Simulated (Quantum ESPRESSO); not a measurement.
The system is Pt.

```
Pt
1.0
    -1.58422    1.58422    1.58422
     1.58422   -1.58422    1.58422
     1.58422    1.58422   -1.58422
Pt
1
Direct
  0.00000 0.00000 0.00000
```

This isn't the form of Pt at room conditions, which is fcc.

```yaml
Program: Quantum ESPRESSO 7.5
Task: relaxation of cell and atoms
Functional: PBEsol
Dispersion: rVV10
Potentials_or_basis: GBRV 1.5 PBEsol
Cutoff: 612 eV
Density_cutoff: 4898 eV
k_mesh: 12 × 12 × 12
Occupations: fermi-dirac, width 0.05 eV
Spin: no spin polarisation
```

At the start: pressure -18.8 GPa; volume 15.90 Å³/atom.

Where does the relaxation end?

Over 4 steps the energy falls by 67.7 meV/atom and the volume is 14.77 Å³/atom (-7.1 %); space group Im-3m (No. 229, to 0.05 Å).

Step by step:
```csv
step,energy change (eV),largest force (eV/Å),pressure (GPa),volume (Å³)
1,0.0000,0.0000,-18.83,15.90
2,-0.0668,0.0000,1.96,14.68
3,-0.0677,0.0000,-0.24,14.78
4,-0.0677,0.0000,0.00,14.77
```

Final structure:
```xyz
1
Lattice="2.6772 0.0000 0.0000 -0.8924 2.5241 0.0000 -0.8924 -1.2621 2.1859" Properties=species:S:1:pos:R:3 pbc="T T T"
Pt    0.0000    0.0000    0.0000
```

Caveat: rVV10's parameter b was fitted to another functional.
